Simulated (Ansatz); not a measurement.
# TiN (Osbornite): the cost of one run

Program: Ansatz 0.2.0. Level of theory: DFT PBE, scalar-relativistic, plane waves, PAW. These are calculated values, not measurements.

1 further run of the same task is left out (set aside as unsound or not needed).

**1. Starting point**

The structure is cubic, space group Fm-3m (No. 225). The conventional cell has a = 4.247 Å, b = 4.247 Å, c = 4.247 Å, α = 90.00°, β = 90.00°, γ = 90.00°. Around Ti (site symmetry m-3m) lie 6 N at 2.12 Å. N (site symmetry m-3m) is surrounded by 6 Ti at 2.12 Å.

Structure file:

```cif
data_structure
_symmetry_space_group_name_H-M 'Fm-3m'
_symmetry_Int_Tables_number 225
_cell_length_a 4.2467
_cell_length_b 4.2467
_cell_length_c 4.2467
_cell_angle_alpha 90.000
_cell_angle_beta 90.000
_cell_angle_gamma 90.000
_cell_volume 76.59
loop_
_atom_site_label
_atom_site_type_symbol
_atom_site_symmetry_multiplicity
_atom_site_Wyckoff_symbol
_atom_site_fract_x
_atom_site_fract_y
_atom_site_fract_z
_atom_site_occupancy
Ti1 Ti 4 a 0.00000 0.00000 0.00000 1
N1 N 4 b 0.50000 0.00000 0.00000 1
```

It is the result of an earlier relaxation at this level (volume 9.57 Å³/atom; gap on the mesh: none (metal)).

The bulk reference comes from a run made before at the same settings: -1443.5533 eV/atom.

**2. The (110) slab**

Miller indices refer to the conventional cell of the relaxed bulk, Fm-3m (No. 225): a = 4.247 Å, b = 4.247 Å, c = 4.247 Å, α = 90.00°, β = 90.00°, γ = 90.00°.

Cut from the relaxed bulk: a (110) slab, 4.5 Å thick as cut, with 15 Å of vacuum; its outer planes are TiN (top) and TiN (bottom).

The slab as cut. Layers, bottom to top:

```
plane  atoms per cell  height over the lowest (Å)
    1             TiN                        0.00
    2             TiN                        1.50
    3             TiN                        3.00
    4             TiN                        4.50
```

**3. Single point on the unrelaxed (110) slab**

The cell repeats along c, and a dipole correction in the vacuum removes the field between the copies.

input.yaml reads:

```yaml
crystal:
  lattice:
    - [3.002892088, 0.0, 0.0]
    - [0.0, 4.2467307172, 0.0]
    - [0.0, 0.0, 19.504338132]
  atoms:
    - { symbol: Ti, position: [0.5, 0.5, 0.3845298389] }
    - { symbol: "N", position: [0.5, 0.0, 0.3845298389] }
    - { symbol: Ti, position: [0.0, 0.0, 0.4615099463] }
    - { symbol: "N", position: [0.0, 0.5, 0.4615099463] }
    - { symbol: Ti, position: [0.5, 0.5, 0.5384900537] }
    - { symbol: "N", position: [0.5, 0.0, 0.5384900537] }
    - { symbol: Ti, position: [0.0, 0.0, 0.6154701611] }
    - { symbol: "N", position: [0.0, 0.5, 0.6154701611] }
basis:
  ecutwfc: 420
kpoints:
  mp_grid: { grid: [12, 8, 1] }
hamiltonian:
  xc: pbe
scf:
  occupations: { method: gaussian, width: 0.1 }
output:
  forces: true
  stress: true
  eigenvalues: true
  write_density: true
  write_potential: true
  elf: true
  volumetric_format: npy
efield:
  axis: 3
  dipole_correction: true
```

Launch:

```console
ansatz run input.yaml --threads 1 --pin off --max-ram 2560MiB --backend cpu --events-out ev --progress --plain --runs-dir out
```

**Question.** How long does this run take on 1 thread of AMD EPYC (Zen 3), shared host, and how much memory does it need?

About 1.9 min, with a peak of 0.58 GiB.
